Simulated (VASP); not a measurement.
# C: phonon-limited transport, 4 variants

C, Fd-3m (no. 227), 2 atoms in the cell. PBEsol, Boltzmann transport, phonon-limited lifetimes; PAW potentials C (PBE set).

| Variation | Electron mobility at 300 K (cm^2/(V s)) | Hole mobility at 300 K (cm^2/(V s)) | Electron density for that mobility (10^18 cm^-3) | Hole density for that mobility (10^18 cm^-3) | Seebeck coefficient under electron doping at 300 K (uV/K) | Time (s) |
|---|---|---|---|---|---|---|
| six relaxation-time approximations in one run (SERTA shown) | 2218 | 2940 | 0.10 | 0.10 | -678 | 675 |
| pseudo matrix elements (VDQ) | 2219 | 2942 | 0.10 | 0.10 | -678 | 661 |
| tetrahedra beside two broadenings (tetrahedra shown) | 2218 | 2940 | 0.10 | 0.10 | -678 | 1330 |
| range of doping | 2127 | 2893 | 1.00 | 1.00 | -483 | 811 |

Limits: The values aren't converged in the dense mesh: a finer one can change them by tens of percent; scattering by impurities isn't included.

## Input of the first row

INCAR.step1:
```
SYSTEM = C
ALGO     = Normal         ! electronic algorithm
EDIFF    = 1E-8           ! SCF threshold, eV
EDIFFG   = -0.001         ! ionic threshold
EFERMI   = MIDGAP       
ENCUT    = 520            ! plane-wave cutoff, eV
GGA      = PS             ! functional
IBRION   = 2              ! ionic algorithm
ISIF     = 3              ! what is computed and relaxed
ISMEAR   = 0              ! smearing method
LASPH    = .True.         ! aspherical terms in the spheres
LCHARG   = .False.        ! write CHGCAR
LREAL    = .False.        ! projectors in reciprocal space
LWAVE    = .False.        ! write WAVECAR
NELM     = 100            ! most SCF steps
NSW      = 60             ! ionic steps
PREC     = Accurate       ! precision mode
SIGMA    = 0.01           ! smearing width, eV
```

INCAR.step2:
```
SYSTEM = C
ALGO     = Normal         ! electronic algorithm
EDIFF    = 1E-7           ! SCF threshold, eV
EFERMI   = MIDGAP       
ELPH_POT_GENERATE= .True.       
ELPH_POT_LATTICE= 0.0000000000 1.7783250637 1.7783250637 1.7783250637 0.0000000000 1.7783250637 1.7783250637 1.7783250637 0.0000000000
ENCUT    = 520            ! plane-wave cutoff, eV
GGA      = PS             ! functional
IBRION   = 6              ! ionic algorithm
ISMEAR   = 0              ! smearing method
KPAR     = 4            
LASPH    = .True.         ! aspherical terms in the spheres
LCHARG   = .False.        ! write CHGCAR
LREAL    = .False.        ! projectors in reciprocal space
LWAVE    = .False.        ! write WAVECAR
NELM     = 100            ! most SCF steps
NFREE    = 2            
NSW      = 1              ! ionic steps
POTIM    = 0.015          ! step
PREC     = Accurate       ! precision mode
SIGMA    = 0.01           ! smearing width, eV
```

INCAR.step3:
```
SYSTEM = C
ALGO     = Normal         ! electronic algorithm
EDIFF    = 1E-8           ! SCF threshold, eV
EFERMI   = MIDGAP       
ELPH_FERMI_NEDOS= 2001         
ELPH_ISMEAR= -24          
ELPH_MODE= TRANSPORT    
ELPH_SCATTERING_APPROX= SERTA MRTA_LAMBDA MRTA_TAU ERTA_LAMBDA ERTA_TAU CRTA
ELPH_SELFEN_CARRIER_DEN= -1e17 1e17   
ELPH_SELFEN_TEMPS= 200 300 400  
ENCUT    = 520            ! plane-wave cutoff, eV
GGA      = PS             ! functional
ISMEAR   = 0              ! smearing method
KPAR     = 8            
LASPH    = .True.         ! aspherical terms in the spheres
LCHARG   = .False.        ! write CHGCAR
LREAL    = .False.        ! projectors in reciprocal space
LWAVE    = .False.        ! write WAVECAR
NELM     = 100            ! most SCF steps
PREC     = Accurate       ! precision mode
SIGMA    = 0.01           ! smearing width, eV
TRANSPORT_NEDOS= 501           
```

KPOINTS.step1:
```
k-points
0
Gamma
  14 14 14
```

KPOINTS.step2:
```
Automatic mesh
0
Gamma
  3 3 3
  0 0 0
```

KPOINTS.step3:
```
k-points
0
Gamma
  9 9 9
```

KPOINTS_ELPH:
```
Automatic mesh
0
Gamma
  31 31 31
  0 0 0
```

POSCAR.step1:
```
C
1.0
    0.0000000000      1.7833700000      1.7833700000
    1.7833700000      0.0000000000      1.7833700000
    1.7833700000      1.7833700000      0.0000000000
C
2
Direct
    0.7500000000      0.7500000000      0.7500000000
    0.5000000000      0.5000000000      0.5000000000
```

POSCAR.step2:
```
C
 1.0000000000000000
     0.0000000000000000    5.3349751911152472    5.3349751911152472
     5.3349751911152472    0.0000000000000000    5.3349751911152472
     5.3349751911152472    5.3349751911152472    0.0000000000000000
 C
  54
Direct
  0.2500000000000000  0.2500000000000000  0.2500000000000000
  0.2500000000000001  0.2500000000000001  0.5833333333333333
  0.2500000000000001  0.2500000000000001  0.9166666666666665
  0.2500000000000001  0.5833333333333335  0.2499999999999999
  0.2500000000000001  0.5833333333333334  0.5833333333333331
  0.2500000000000001  0.5833333333333335  0.9166666666666665
  0.2500000000000000  0.9166666666666665  0.2500000000000001
  0.2500000000000001  0.9166666666666669  0.5833333333333331
  0.2499999999999999  0.9166666666666666  0.9166666666666666
  0.5833333333333335  0.2500000000000001  0.2499999999999999
  0.5833333333333334  0.2500000000000001  0.5833333333333331
  0.5833333333333335  0.2500000000000001  0.9166666666666665
  0.5833333333333333  0.5833333333333333  0.2500000000000001
  0.5833333333333333  0.5833333333333333  0.5833333333333333
  0.5833333333333333  0.5833333333333333  0.9166666666666666
  0.5833333333333336  0.9166666666666666  0.2499999999999999
  0.5833333333333333  0.9166666666666666  0.5833333333333333
  0.5833333333333333  0.9166666666666666  0.9166666666666666
  0.9166666666666665  0.2499999999999999  0.2500000000000001
  0.9166666666666669  0.2500000000000001  0.5833333333333331
  0.9166666666666666  0.2499999999999999  0.9166666666666666
  0.9166666666666666  0.5833333333333336  0.2499999999999999
  0.9166666666666666  0.5833333333333333  0.5833333333333333
  0.9166666666666666  0.5833333333333333  0.9166666666666666
  0.9166666666666666  0.9166666666666666  0.2499999999999999
  0.9166666666666666  0.9166666666666666  0.5833333333333333
  0.9166666666666666  0.9166666666666666  0.9166666666666666
  0.1666666666666667  0.1666666666666667  0.1666666666666667
  0.1666666666666667  0.1666666666666667  0.4999999999999999
  0.1666666666666667  0.1666666666666667  0.8333333333333333
  0.1666666666666667  0.4999999999999999  0.1666666666666667
  0.1666666666666666  0.4999999999999999  0.4999999999999999
  0.1666666666666665  0.4999999999999999  0.8333333333333335
  0.1666666666666666  0.8333333333333331  0.1666666666666668
  0.1666666666666666  0.8333333333333335  0.4999999999999999
  0.1666666666666669  0.8333333333333335  0.8333333333333331
  0.4999999999999999  0.1666666666666667  0.1666666666666667
  0.4999999999999999  0.1666666666666666  0.4999999999999999
  0.4999999999999999  0.1666666666666665  0.8333333333333335
  0.4999999999999999  0.4999999999999999  0.1666666666666666
  0.4999999999999999  0.4999999999999999  0.4999999999999999
  0.4999999999999999  0.4999999999999999  0.8333333333333335
  0.4999999999999999  0.8333333333333335  0.1666666666666666
  0.5000000000000000  0.8333333333333335  0.4999999999999998
  0.5000000000000002  0.8333333333333335  0.8333333333333331
  0.8333333333333333  0.1666666666666667  0.1666666666666667
  0.8333333333333335  0.1666666666666665  0.5000000000000000
  0.8333333333333335  0.1666666666666669  0.8333333333333331
  0.8333333333333335  0.4999999999999999  0.1666666666666666
  0.8333333333333335  0.5000000000000000  0.4999999999999998
  0.8333333333333335  0.5000000000000002  0.8333333333333331
  0.8333333333333333  0.8333333333333333  0.1666666666666667
  0.8333333333333333  0.8333333333333333  0.5000000000000001
  0.8333333333333333  0.8333333333333333  0.8333333333333333
```

Commands (each step's output is kept before the next begins):
```
cat potpaw_PBE.64/C/POTCAR > POTCAR
cp INCAR.step1 INCAR
cp KPOINTS.step1 KPOINTS
cp POSCAR.step1 POSCAR
mpirun -np 8 vasp_std > vasp.out
cp CONTCAR POSCAR
cp INCAR.step2 INCAR
cp KPOINTS.step2 KPOINTS
cp POSCAR.step2 POSCAR
mpirun -np 8 vasp_std > vasp.out
cp CONTCAR_ELPH POSCAR
cp INCAR.step3 INCAR
cp KPOINTS.step3 KPOINTS
mpirun -np 8 vasp_std > vasp.out
```

Changes of the last row against the first:
```
(step 3)
- ELPH_SCATTERING_APPROX = SERTA MRTA_LAMBDA MRTA_TAU ERTA_LAMBDA ERTA_TAU CRTA
- ELPH_SELFEN_CARRIER_DEN = -1e17 1e17
- ELPH_SELFEN_TEMPS = 200 300 400
+ ELPH_SCATTERING_APPROX = SERTA
+ ELPH_SELFEN_CARRIER_DEN = -1e20 -1e19 -1e18 -1e16 1e16 1e18 1e19 1e20
+ ELPH_SELFEN_TEMPS = 300 500
```

VASP 6.6.1 took 675 s on 8 cores (Intel Xeon 6975P-C (Granite Rapids)), a shared host.
